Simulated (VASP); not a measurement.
# Li: single point with PBEsol+D4

The system is Li.

```
Li
1.0
     4.91971    0.00000    0.00000
     0.00000    4.91971    0.00000
     0.00000    0.00000    4.91971
Li
1
Direct
  0.00000 0.00000 0.00000
```

This isn't the form of Li at room conditions, which is bcc.

```yaml
Program: VASP 6.6.1
Task: single point
Functional: PBEsol
Dispersion: D4
Potentials_or_basis: VASP PAW PBE potentials, release 64 (Li_sv)
Cutoff: 520 eV
k_mesh: 5 × 5 × 5
Occupations: fermi-dirac, width 0.05 eV
Spin: no spin polarisation
```

- Band gap on the k mesh: none (metal or under the smearing width)
- Dispersion energy per atom: -0.220 eV

Levels at points of the mesh, in eV from the Fermi level:
```
           k point  band 1  band 2  band 3  band 4  band 5  band 6  band 7
(0.00, 0.00, 0.00)  -48.60   -1.25    3.71    3.71    3.71    5.15    5.15
```

It took 21 s on 1 thread of Intel(R) Xeon(R) Platinum 8375C CPU @ 2.90GHz (Ice Lake) (shared host), peak memory 0.21 GiB.
